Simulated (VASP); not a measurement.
Here is a VASP 6.6.1 calculation.

The input INCAR:

```
SYSTEM = In2O3
PREC = Accurate
ENCUT = 520
EDIFF = 1E-8
ISMEAR = 0
SIGMA = 0.02
LREAL = .False.
LASPH = .True.
NELM = 80
ALGO = Normal
ISIF = 2
LWAVE = .False.
LCHARG = .False.
GGA = PS
LEFG = .True.
```

KPOINTS

```
Automatic mesh
0
Gamma
  5 5 5
  0 0 0
```

POSCAR

```
In2O3
1.0
    2.7435000000      1.5839604635      4.8366666667
   -2.7435000000      1.5839604635      4.8366666667
    0.0000000000     -3.1679209270      4.8366666667
In O
4 6
Direct
    0.8573100000      0.8573100000      0.8573100000
    0.6426900000      0.6426900000      0.6426900000
    0.1426900000      0.1426900000      0.1426900000
    0.3573100000      0.3573100000      0.3573100000
    0.0480000000      0.7500000000      0.4520000000
    0.7500000000      0.4520000000      0.0480000000
    0.4520000000      0.0480000000      0.7500000000
    0.9520000000      0.2500000000      0.5480000000
    0.2500000000      0.5480000000      0.9520000000
    0.5480000000      0.9520000000      0.2500000000
```

Potentials or basis: VASP PAW PBE potentials, release 64 (In_d, O).

Command:

```console
$ cat potpaw_PBE.64/In_d/POTCAR potpaw_PBE.64/O/POTCAR > POTCAR
$ mpirun -np 1 vasp_std > vasp.out
```

Task: Predict the band gap on the k mesh.

Result: 1.19 eV, indirect (least direct gap 1.24 eV).

Task: Predict the pressure.

Result: 2.6 GPa.

Stress tensor (GPa, compression positive):
```
2.94 0.00 0.00
0.00 2.94 0.00
0.00 0.00 1.83
```

Caveat: the PAW data sets were made with another functional, which shifts forces and pressure a little; spin-orbit coupling is left out, which moves the levels of the heavy elements; an odd mesh through Γ misses points on the zone boundary, where band edges often lie.

The gap isn't set beside the measured one, since this odd mesh misses points on the zone boundary.
